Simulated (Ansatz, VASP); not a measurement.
**One calculation of Al, two programs**

```xyz
1
Lattice="2.7216 0.0000 0.0000 0.0000 2.7216 0.0000 0.0000 0.0000 2.7216" Properties=species:S:1:pos:R:3 pbc="T T T"
Al    0.0000    0.0000    0.0000
```

Alike in both runs: functional PBE; k mesh 15 × 15 × 15; occupations fermi-dirac, width 0.05 eV; no spin polarisation.

Ansatz relaxed the structure, and its values are those at the end. VASP's run is a single point on that final structure, the one shown.

```csv
,VASP,Ansatz
version,VASP 6.6.1,Ansatz 0.2.0
potentials or method,"VASP PAW PBE potentials, release 64 (Al)","PAW with Ansatz's default frozen-core files, scalar-relativistic"
plane-wave cutoff (eV),520,420
valence electrons in the cell,3,3
```

```tsv
	VASP	Ansatz	Ansatz less VASP
pressure (GPa)	0.0	0.0	+0.02
```
